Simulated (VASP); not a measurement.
# Si (P6_3/mmc) in VASP: notebook

One crystal, Si, is run at these levels: PBEsol, LDA; tasks: single point.

Everything below comes from runs of VASP 6.6.1. Logs are shortened: lines on timing, memory, paths and dates and some standing lists are left out, and cuts for length are marked.

**1. The undisturbed crystal**

Symmetry: P6_3/mmc, No. 194, hexagonal system. The conventional cell has a = 3.825 Å, b = 3.825 Å, c = 6.324 Å, α = 90.00°, β = 90.00°, γ = 120.00°. Si (site symmetry 3m) is surrounded by 4 Si at 2.35 to 2.37 Å.

This isn't the form of Si at room conditions, which is diamond.

**2. Single point, PBEsol (strained and moved within a subgroup)**

Contents of INCAR:

```
SYSTEM = Si
ALGO = Fast ; EDIFF = 1E-6
ENCUT = 520 ; GGA = PS
ISIF = 2 ; ISMEAR = 0
LASPH = .TRUE. ; LCHARG = .FALSE.
LREAL = .FALSE. ; LWAVE = .FALSE.
NBANDS = 16 ; NELM = 100
PREC = Accurate ; SIGMA = 0.05
```

Contents of KPOINTS:

```
k-points
0
G
  12 12 6
  0 0 0
```

Contents of POSCAR:

```
Si
1.0
    4.0091289038      0.0000000000      0.0000000000
   -2.0045644520      3.4720074778      0.0000000000
    0.0000000000      0.0000000000      6.0565830072
Si
4
Direct
    0.3333333300      0.6666666700      0.0565692850
    0.6666666700      0.3333333300      0.5622896928
    0.3333333300      0.6666666700      0.4526422959
    0.6666666700      0.3333333300      0.9284987263
```

Potentials or basis: VASP PAW PBE potentials, release 64 (Si).

Command:

```sh
cat potpaw_PBE.64/Si/POTCAR > POTCAR
mpirun -np 1 vasp_std > vasp.out
```

OUTCAR:

```text
SYSTEM = Si
   EDIFF = 1E-6
   ENCUT = 520
   GGA = PS
   ISIF = 2
   ISMEAR = 0
   LASPH = .TRUE.
   LREAL = .FALSE.
   NELM = 100
   PREC = Accurate

 ion  position               nearest neighbor table
   1  0.333  0.667  0.057-   3 2.40   4 2.44   4 2.44   4 2.44
   2  0.667  0.333  0.562-   4 2.22   3 2.41   3 2.41   3 2.41
   3  0.333  0.667  0.453-   1 2.40   2 2.41   2 2.41   2 2.41
   4  0.667  0.333  0.928-   2 2.22   1 2.44   1 2.44   1 2.44

  LATTYP: Found a hexagonal cell.
 ALAT       =     4.0091289038
 C/A-ratio  =     1.5106979976

  Lattice vectors:

 A1 = (   4.0091289038,   0.0000000000,   0.0000000000)
 A2 = (  -2.0045644520,   3.4720074778,   0.0000000000)
 A3 = (   0.0000000000,   0.0000000000,   6.0565830072)

Analysis of symmetry for initial positions (statically):
=====================================================================
 Subroutine PRICEL returns:
 Original cell was already a primitive cell.

 Routine SETGRP: Setting up the symmetry group for a
 hexagonal supercell.

 Subroutine GETGRP returns: Found  6 space group operations
 (whereof  6 operations were pure point group operations)
 out of a pool of 24 trial point group operations.

The static configuration has the point symmetry C_3v.

Analysis of symmetry for dynamics (positions and initial velocities):
=====================================================================
 Subroutine PRICEL returns:
 Original cell was already a primitive cell.

 Routine SETGRP: Setting up the symmetry group for a
 hexagonal supercell.

 Subroutine GETGRP returns: Found  6 space group operations
 (whereof  6 operations were pure point group operations)
 out of a pool of 24 trial point group operations.

The dynamic configuration has the point symmetry C_3v.

 Subroutine INISYM returns: Found  6 space group operations
 (whereof  6 operations are pure point group operations),
 and found     1 'primitive' translations

----------------------------------------------------------------------------------------

                                     Primitive cell

  volume of cell :      84.3060

  direct lattice vectors                    reciprocal lattice vectors
     4.009128904  0.000000000  0.000000000     0.249430743  0.144008906  0.000000000
    -2.004564452  3.472007478  0.000000000     0.000000000  0.288017813  0.000000000
     0.000000000  0.000000000  6.056583007     0.000000000  0.000000000  0.165109600

  length of vectors
     4.009128904  4.009128904  6.056583007     0.288017813  0.288017813  0.165109600

  position of ions in fractional coordinates (direct lattice)
     0.333333330  0.666666670  0.056569285
     0.666666670  0.333333330  0.562289693
     0.333333330  0.666666670  0.452642296
     0.666666670  0.333333330  0.928498726

  ion indices of the primitive-cell ions
   primitive index   ion index
                 1           1
                 2           2
                 3           3
                 4           4

----------------------------------------------------------------------------------------

 KPOINTS: k-points

Automatic generation of k-mesh.
 Grid dimensions read from file:
 generate k-points for:   12   12    6

 Generating k-lattice:

  Cartesian coordinates                     Fractional coordinates (reciprocal lattice)
     0.020785895  0.012000742  0.000000000     0.083333333  0.000000000  0.000000000
     0.000000000  0.024001484  0.000000000     0.000000000  0.083333333  0.000000000
     0.000000000  0.000000000  0.027518267     0.000000000  0.000000000  0.166666667

  Length of vectors
     0.024001484  0.024001484  0.027518267

  Shift w.r.t. Gamma in fractional coordinates (k-lattice)
     0.000000000  0.000000000  0.000000000

 Subroutine IBZKPT returns following result:
 ===========================================

 Found    100 irreducible k-points:

 Following reciprocal coordinates:
            Coordinates               Weight
  0.000000  0.000000  0.000000      1.000000
  0.083333 -0.000000  0.000000      6.000000
  0.166667 -0.000000  0.000000      6.000000
  0.250000 -0.000000  0.000000      6.000000
  0.333333 -0.000000  0.000000      6.000000
  0.416667 -0.000000  0.000000      6.000000
[... 16 lines left out ...]
  0.166667 -0.000000  0.166667      6.000000
  0.000000  0.166667  0.166667      6.000000
 [... further k-points ...]
   k-points           NKPTS =    100   k-points in BZ     NKDIM =    100   number of bands    NBANDS=     16
   number of dos      NEDOS =    301   number of ions     NIONS =      4
   total plane-waves  NPLWV =  43200
   dimension x,y,z NGX =    30 NGY =   30 NGZ =   48
   dimension x,y,z NGXF=    60 NGYF=   60 NGZF=   96
   ions per type =               4
   NGX,Y,Z   is equivalent  to a cutoff of  12.44, 12.44, 13.18 a.u.
   NGXF,Y,Z  is equivalent  to a cutoff of  24.88, 24.88, 26.35 a.u.
 SYSTEM =  Si
   PREC   = accura    normal or accurate (medium, high low for compatibility)
   ISTART =      0    job   : 0-new  1-cont  2-samecut
   ICHARG =      2    charge: 1-file 2-atom 10-const
   ISPIN  =      1    spin polarized calculation?
   LNONCOLLINEAR =      F non collinear calculations
   LSORBIT =      F    spin-orbit coupling
   LASPH  =      T    aspherical Exc in radial PAW
   ENCUT  =  520.0 eV  38.22 Ry    6.18 a.u.   7.45  7.45 11.26*2*pi/ulx,y,z
   NELM   =    100;   NELMIN=  2; NELMDL= -5     # of ELM steps
   EDIFF  = 0.1E-05   stopping-criterion for ELM
   LREAL  =      F    real-space projection
   EDIFFG = 0.1E-04   stopping-criterion for IOM
   NSW    =      0    number of steps for IOM
   IBRION =     -1    ionic relax: 0-MD 1-quasi-New 2-CG
   NFREE  =      0    steps in history (QN), initial steepest desc. (CG)
   ISIF   =      2    stress and relaxation
   ISYM   =      2    0-nonsym 1-usesym 2-fastsym
   POTIM  = 0.5000    time-step for ionic-motion
   TEBEG  =    0.0;   TEEND  =   0.0 temperature during run
   PSTRESS=    0.0 pullay stress
   NELECT =      16.0000    total number of electrons
   NUPDOWN=      -1.0000    fix difference up-down
   EMIN   =  10.00;   EMAX   =-10.00  energy-range for DOS
   EFERMI =   0.00;   METHOD = LEGACY
   ISMEAR =     0;   SIGMA  =   0.05  broadening in eV -4-tet -1-fermi 0-gaus
   EFERMI_NEDOS =   21; number of points for ismear=-14 and -15
   IALGO  =     68    algorithm
   IMIX   =      4    mixing-type and parameters
     AMIX     =   0.40;   BMIX     =  1.00
     AMIX_MAG =   1.60;   BMIX_MAG =  1.00
  volume/ion in A,a.u.               =      21.08       142.23
  Fermi-wavevector in a.u.,A,eV,Ry     =   0.940796  1.777846 12.042473  0.885097
  Thomas-Fermi vector in A             =   2.068243
   LORBIT       =      0    0 simple, 1 ext, 2 COOP (PROOUT), +10 PAW based schemes
   GGA     = PS    functional components
   LHFCALC =     F    Hartree Fock is set to
   AEXX    =    0.0000 exact exchange contribution
   IVDW    =     0    specifies the selected vdW correction
   LEPSILON=     F    determine dielectric tensor
   LRPA    =     F    only Hartree local field effects (RPA)
 non-spin polarized calculation
 RMM-DIIS sequential band-by-band and
 Gauss-broadening in eV      SIGMA  =   0.05
  energy-cutoff  :      520.00
  volume of cell :       84.31
 maximum number of plane-waves:      2303
 NGX is ok and might be reduce to    30
   NGX = 15   NGY = 15   NGZ = 23

 number of electron      15.9999999 magnetization

 Free energy of the ion-electron system (eV)
  ---------------------------------------------------
  ext. energy  EPLUGINS =         0.00000000
  ---------------------------------------------------
  free energy    TOTEN  =       -22.54700694 eV

  energy without entropy =      -22.54680271  energy(sigma->0) =      -22.54690482

 E-fermi :   5.4582     XC(G=0):  -9.3424

 val. band max:        5.3825142348   @ k =   0.0833  -0.0000   0.0000
 cond. band min:       5.4617746139   @ k =   0.5000  -0.0000   0.0000
 fundamental gap:      0.0792603791
 Fermi energy:         5.4581803162

 k-point     1 :       0.0000    0.0000    0.0000
  band No.  band energies     occupation
      1      -6.4264      2.00000
      2      -3.6316      2.00000
      3      -1.4991      2.00000
      4       3.5467      2.00000
      5       3.5467      2.00000
      6       5.1515      2.00000
[... 8 lines left out ...]
     15       9.6250      0.00000
     16      11.0310      0.00000

 k-point     2 :       0.0833   -0.0000    0.0000
  band No.  band energies     occupation
      1      -6.3545      2.00000
      2      -3.5575      2.00000
      3      -1.4781      2.00000
      4       2.8656      2.00000
      5       3.4045      2.00000
      6       4.8765      2.00000
[... 8 lines left out ...]
     15       9.8917      0.00000
     16      10.6460      0.00000

 k-point     3 :       0.1667   -0.0000    0.0000
  band No.  band energies     occupation
      1      -6.1410      2.00000
      2      -3.3370      2.00000
      3      -1.4515      2.00000
      4       1.8270      2.00000
      5       3.0821      2.00000
      6       3.7182      2.00000
[... 8 lines left out ...]
     15      10.5458      0.00000
     16      10.5465      0.00000

 k-point     4 :       0.2500   -0.0000    0.0000
  band No.  band energies     occupation
      1      -5.7938      2.00000
      2      -2.9765      2.00000
      3      -1.5601      2.00000
      4       1.0277      2.00000
      5       2.5192      2.00000
      6       2.7353      2.00000
[... 8 lines left out ...]
     15      10.9817      0.00000
     16      11.7232      0.00000
[... 324 lines left out ...]
 k-point    22 :       0.0000    0.0833    0.1667
  band No.  band energies     occupation
      1      -6.2581      2.00000
      2      -4.0042      2.00000
      3      -0.8662      2.00000
      4       2.9586      2.00000
      5       3.4832      2.00000
      6       4.2584      2.00000
[... 8 lines left out ...]
     15       9.6221      0.00000
     16      11.1422      0.00000

 k-point    23 :       0.1667   -0.0000    0.1667
  band No.  band energies     occupation
      1      -6.0451      2.00000
      2      -3.7940      2.00000
      3      -0.8632      2.00000
      4       1.9630      2.00000
      5       3.1618      2.00000
      6       3.2156      2.00000
[... 8 lines left out ...]
     15      10.3758      0.00000
     16      11.0196      0.00000

 k-point    24 :       0.0000    0.1667    0.1667
  band No.  band energies     occupation
      1      -6.0451      2.00000
      2      -3.7940      2.00000
      3      -0.8629      2.00000
      4       1.9558      2.00000
      5       3.1625      2.00000
      6       3.2324      2.00000
[... 8 lines left out ...]
     15      10.2969      0.00000
     16      11.1080      0.00000

 [... further k-points ...]
[... 5 lines left out ...]
  --------------------------------------------------------------------------------------
  -------------------------------------------------------------------------------------
  Total       -4.7214378     -4.7214378      4.4468085      0.0000000      0.0000000      0.0000000
  in kB      -89.7276947    -89.7276948     84.5085525      0.0000000      0.0000000      0.0000000
  external PRESSURE =     -31.6489457 kB  Pullay stress =       0.0000000 kB

 VOLUME and BASIS-vectors are now :
 -----------------------------------------------------------------------------
  energy-cutoff  :      520.00
  volume of cell :       84.31
      direct lattice vectors                 reciprocal lattice vectors
     4.009128904  0.000000000  0.000000000     0.249430743  0.144008906  0.000000000
    -2.004564452  3.472007478  0.000000000     0.000000000  0.288017813  0.000000000
     0.000000000  0.000000000  6.056583007     0.000000000  0.000000000  0.165109600

 POSITION                                       TOTAL-FORCE (eV/Angst)
 -----------------------------------------------------------------------------------
     -0.00000      2.31467      0.34262        -0.000000     -0.000000      0.088473
      2.00456      1.15734      3.40555         0.000000     -0.000000     -1.289735
     -0.00000      2.31467      2.74147         0.000000     -0.000000     -0.743856
      2.00456      1.15734      5.62353        -0.000000      0.000000      1.945118
 -----------------------------------------------------------------------------------
    total drift:                               -0.000000      0.000000      0.000059

  FREE ENERGIE OF THE ION-ELECTRON SYSTEM (eV)
  ---------------------------------------------------
  free  energy   TOTEN  =       -22.5470069378 eV

  energy  without entropy=      -22.5468027051  energy(sigma->0) =      -22.54690482
```

Run time: 83 s. Hardware: 1 thread of Intel Xeon Platinum 8488C (Sapphire Rapids), shared host; peak memory 0.25 GiB.

Results:

```
Free energy            : -22.5470 eV
Pressure               : -3.2 GPa
Largest force          : 1.945 eV/Å
Band gap on the k mesh : none (metal or under the smearing width)
```

Forces in eV/Å, atoms in the order of the input:
```
Si   0.000  0.000  0.088
Si   0.000  0.000 -1.290
Si   0.000  0.000 -0.744
Si   0.000  0.000  1.945
```

Caveat: the PAW data sets were made with another functional, which shifts forces and pressure a little.

**3. Single point, LDA (functional LDA, strained and moved within the space group)**

Contents of INCAR:

```
SYSTEM = Si
  ALGO = Normal
  EDIFF = 1E-7
  ENCUT = 520
  GGA = CA
  ISIF = 2
  ISMEAR = 0
  LASPH = .TRUE.
  LCHARG = .FALSE.
  LREAL = .FALSE.
  LWAVE = .FALSE.
  NBANDS = 16
  NELM = 100
  PREC = Accurate
  SIGMA = 0.05
```

KPOINTS is that of step 2.

Contents of POSCAR:

```
Si
1.0
    3.9618504464      0.0000000000      0.0000000000
   -1.9809252232      3.4310631326      0.0000000000
    0.0000000000      0.0000000000      5.9784384517
Si
4
Direct
    0.3333333300      0.6666666700      0.0235313818
    0.6666666700      0.3333333300      0.5235313818
    0.3333333300      0.6666666700      0.4764686182
    0.6666666700      0.3333333300      0.9764686182
```

Potentials or basis: VASP PAW LDA potentials, release 64 (Si).

Command:

```sh
cat potpaw_LDA.64/Si/POTCAR > POTCAR
mpirun -np 1 vasp_std > vasp.out
```

Run time: 58 s. Hardware: 1 thread of Intel Xeon Platinum 8488C (Sapphire Rapids), shared host; peak memory 0.2 GiB.

Results (log left out):

```
Free energy            : -22.5295 eV
Pressure               : -3.2 GPa
Largest force          : 1.674 eV/Å
Band gap on the k mesh : none (metal or under the smearing width)
```

Forces on the atoms (eV/Å):
```
Si   0.000  0.000  1.674
Si   0.000  0.000  1.674
Si   0.000  0.000 -1.674
Si   0.000  0.000 -1.674
```

Stress tensor (GPa, compression positive):
```
-1.93  0.00  0.00
 0.00 -1.93  0.00
 0.00  0.00 -5.65
```

Levels at points of the mesh, in eV from the Fermi level:
| k point | band 6 | band 7 | band 8 | band 9 | band 10 | band 11 |
| --- | --- | --- | --- | --- | --- | --- |
| (0.00, 0.00, 0.00) | -0.85 | -0.85 | -0.82 | 1.71 | 1.71 | 2.08 |
| (0.50, 0.00, 0.00) | -3.68 | -2.18 | -2.05 | -0.60 | 1.94 | 4.11 |
| (0.00, 0.00, 0.50) | -1.72 | -1.72 | -1.72 | 0.16 | 0.16 | 2.47 |
| (0.50, 0.00, 0.50) | -3.01 | -1.02 | -1.02 | 0.35 | 0.35 | 1.48 |

Caveat: forces of over 1 eV/Å show positions far from the minimum, so gaps and moduli don't describe the material at rest.
